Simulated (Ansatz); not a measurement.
# S: the cost of one run

Computed with Ansatz 0.2.0 (DFT r2SCAN, scalar-relativistic, plane waves, PAW, unless a step's input says otherwise).

### Step 1. The system as given

The structure is hexagonal, space group P6_3/mmc (No. 194). The conventional cell has a = 3.700 Å, b = 3.700 Å, c = 10.076 Å, α = 90.00°, β = 90.00°, γ = 120.00°. Around S (site symmetry -6m2) lie 3 S at 2.14 Å.

Structure file:

```
S
1.0
     3.69965    0.00000    0.00000
    -1.84982    3.20399    0.00000
     0.00000    0.00000   10.07627
S
4
Direct
  0.00000 0.00000 0.25000
  0.00000 0.00000 0.75000
  0.33333 0.66667 0.75000
  0.66667 0.33333 0.25000
```

This is candidate A: graphite type (P6_3/mmc, No. 194).

(A quick probe on a coarse mesh, which set the mesh and smearing, is not shown.)

### Step 3. Rough relaxation on the coarse mesh (candidate A)

Contents of input.yaml:

```yaml
crystal:
  lattice:
    - [3.6996465595, 0.0, 0.0]
    - [-1.8498232798, 3.2039879056, 0.0]
    - [0.0, 0.0, 10.07627315]
  atoms:
    - { symbol: S, position: [0.0, 0.0, 0.25] }
    - { symbol: S, position: [0.0, 0.0, 0.75] }
    - { symbol: S, position: [0.3333333333, 0.6666666667, 0.75] }
    - { symbol: S, position: [0.6666666667, 0.3333333333, 0.25] }
basis:
  ecutwfc: 500
kpoints:
  mp_grid: { grid: [6, 6, 2] }
hamiltonian:
  xc: r2scan
scf:
  occupations: { method: gaussian, width: 0.1 }
  lower_state_search: "off"
output:
  forces: true
  stress: true
  eigenvalues: true
relax:
  adjacent_minimum: "off"
  f_tol: 0.04
  max_steps: 70
  cell: { stress_tol: 0.4 }
```

Q: Estimate wall time and peak memory on 1 thread of an Arm CPU, shared host.

About 2.6 min, with a peak of 0.58 GiB.
